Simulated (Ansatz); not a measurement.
Sn:

```
Sn
1.0
    -1.72654    1.77555    2.33834
     1.72654   -1.77555    2.33834
     1.72654    1.77555   -2.33834
Sn
1
Direct
  0.00000 0.00000 0.00000
```

This isn't the form of Sn at room conditions, which is tetragonal (white tin).

Program: Ansatz 0.2.0. Alike in all runs: spin SOC, no magnetisation; cell as given; k mesh 11 × 11 × 11.

**Question.** Order these runs on this cell by their pressure, lowest first.
A. level r2SCAN; potentials or basis Ansatz PAW; cutoff (eV) 500; smearing gaussian 0.025 eV
B. level RPBE; potentials or basis Ansatz PAW; cutoff (eV) 420; smearing cold 0.05 eV
C. level exchange-only PBE+D3(BJ)-ATM; potentials or basis PseudoDojo standard (PBEsol files); cutoff (eV) 980; smearing methfessel-paxton 0.05 eV; points for each segment of the path 14

**Answer.** A (-2.2 GPa), B (0.3 GPa), C (6.7 GPa).

Caveats: the PAW data sets come from PBE, with cores solved anew for the run's functional, which leaves a small shift of forces and pressure (some runs); the potentials were made for another functional, which shifts forces and pressure (some runs); pairwise dispersion overbinds metals, which lowers pressure and volume (some runs); the dispersion damping was fitted for another functional or another form of the correction (some runs).

Runs at the PBE level aren't shown here.
